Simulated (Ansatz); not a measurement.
# Computed properties of Al₂O₃ (A-La2O3 type)

All numbers come from Ansatz 0.2.0. Values at 0 K without nuclear motion; spin polarisation is off, and the phase may be a hypothetical one.

Al₂O₃ built on the A-La2O3 prototype, relaxed with r2SCAN. The symmetry is P-3m1 (No. 164, trigonal); a = 2.864 Å, c = 6.833 Å in the conventional setting, 9.71 Å³ an atom. Al has 6 O at 1.78–2.14 Å; O has 6 Al at 2.14 Å; O has 3 Al at 1.78 Å.

Relaxed lattice by functional, symmetry kept:

| functional | k mesh | a (Å) | c (Å) | volume (Å³/atom) |
| --- | --- | --- | --- | --- |
| PBE | 12×12×6 | 2.888 | 7.530 | 10.88 |
| r2SCAN | 12×12×4 | 2.864 | 6.833 | 9.71 |
| PBEsol | 12×12×4 | 2.870 | 6.986 | 9.96 |
| LDA | 12×12×4 | 2.850 | 6.574 | 9.25 |

On this one geometry the levels give:

| level | k mesh | gap (eV) | kind | edges | least direct gap (eV) |
| --- | --- | --- | --- | --- | --- |
| LDA | 12×12×4 | 4.72 | indirect | (-0.073, 0.135, 0.005) → Γ | 4.77 |
| PBE | 12×12×4 | 4.80 | indirect | K–Γ (0.80) → Γ | 4.85 |
| r2SCAN | 12×12×4 | 5.65 | indirect | (-0.073, 0.135, 0.005) → Γ | 5.69 |
| HSE06 | 6×6×2 | 6.59 | indirect | (-0.073, 0.135, 0.005) → Γ | 6.63 |
| DDH-PBE0 | 6×6×2 | 8.15 | indirect | (-0.073, 0.135, 0.005) → Γ | 8.20 |
| PBE0 | 6×6×2 | 7.34 | indirect | (-0.073, 0.135, 0.005) → Γ | 7.39 |

PBE: smearing of 0.02 eV; the others have fixed occupations.
Wave cutoffs: 420 eV, 500 eV (r2SCAN).
Points off the special ones are mesh points or PBE's searched band edges, reused at the other levels. Run but not listed, since they were read on a mesh alone, on too coarse a mesh, or into states of the vacuum: LC-ωPBE.

The HSE06 gap is indirect, 6.59 eV (k = (-0.073, 0.135, 0.005) to Γ), below the direct gap of 6.63 eV at Γ.

r2SCAN covers 47 % of the step from PBE to HSE06. Among these functionals the gap stays indirect.

r2SCAN (ground state on 9×9×4): The electronic dielectric tensor ε∞ is 3.00 along x and y, 2.66 along z. Born charges, averaged over directions: Al +2.80, O -2.13 to -1.74 e. The program notes that the ground state's band table doesn't vouch for all the bands that the response reads. PBE (ground state on 9×9×4): The electronic dielectric tensor ε∞ is 3.18 along x and y, 2.79 along z. Born charges, averaged over directions: Al +2.79, O -2.12 to -1.73 e. The program notes that the ground state's band table doesn't vouch for all the bands that the response reads.

On the PBEsol cell (a = 2.870 Å, c = 6.986 Å), with PBEsol: The zone-centre optical frequencies run from 112 to 716 cm⁻¹, none imaginary (the rest of the zone wasn't tested). With the long-range field the highest mode reaches 911 cm⁻¹. The electronic dielectric tensor ε∞ is 3.19 along x and y, 2.75 along z. With the ions relaxed, ε⁰ is 28.5 along x and y, 5.4 along z. Born charges, averaged over directions: Al +2.76, O -2.10 to -1.71 e. The program notes that the ground state's band table doesn't vouch for all the bands that the response reads.

Coordinates of k points refer to the reciprocal vectors of the primitive cell of the runs.

The meshes of the hybrids are coarse, so their gaps aren't converged to the digits shown.
